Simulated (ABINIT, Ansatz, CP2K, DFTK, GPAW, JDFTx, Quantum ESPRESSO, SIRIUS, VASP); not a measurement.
One calculation of WS2, 9 ways

```
CELL_PARAMETERS angstrom
3.18000 0.00000 0.00000
-1.59000 2.75396 0.00000
0.00000 0.00000 12.50000
ATOMIC_POSITIONS crystal
W 0.66667 0.33333 0.75000
W 0.33333 0.66667 0.25000
S 0.66667 0.33333 0.37500
S 0.33333 0.66667 0.87500
S 0.66667 0.33333 0.12500
S 0.33333 0.66667 0.62500
```

Alike in all runs: task single point; functional PBEsol; k mesh 10 × 10 × 3; occupations fermi-dirac, width 0.05 eV; no spin polarisation; no spin-orbit coupling. Pressure is positive in compression and, in plane waves, holds the error of the finite cutoff.

| program and potentials | plane-wave cutoff (eV) | notes | pressure (GPa) | largest force (eV/Å) |
| --- | --- | --- | --- | --- |
| CP2K, POTENTIAL_UZH W GTH-PBE-q14, S GTH-PBE-q6; TZVP-MOLOPT-PBE-GTH basis | - | atomic basis; potentials made for PBE | -2.17 | 0.066 |
| VASP, PBE PAW files S, W_sv, 520 eV | 520 | potentials made for PBE | ? | ? |
| Quantum ESPRESSO, GBRV 1.5 PBEsol | 762 | - | -2.52 | 0.124 |
| ABINIT, PseudoDojo NC SR PBEsol v0.4.1 standard | 1007 | - | -2.72 | 0.151 |
| JDFTx, PseudoDojo-SR-PBEsol-0.4.1-standard with smoothed tails | 1007 | - | -2.72 | 0.151 |
| SIRIUS, PseudoDojo 0.4.1 PBEsol standard (scalar relativistic) | 1030 | - | -2.72 | 0.152 |
| GPAW, PAW data sets generated for this functional | 600 | - | -2.78 | 0.148 |
| DFTK, PseudoDojo SR PBEsol 0.4.1 standard (PBEsol) | 1007 | - | -2.72 | 0.151 |
| Ansatz, all-electron LAPW, scalar-relativistic | - | - | -2.66 | 0.152 |

Estimate from the other rows what the run with VASP, PBE PAW files S, W_sv, 520 eV gave.

Pressure -2.60 GPa; largest force 0.133 eV/Å. The other rows, which needn't bracket it: pressure -2.78 to -2.17; largest force 0.066 to 0.152.
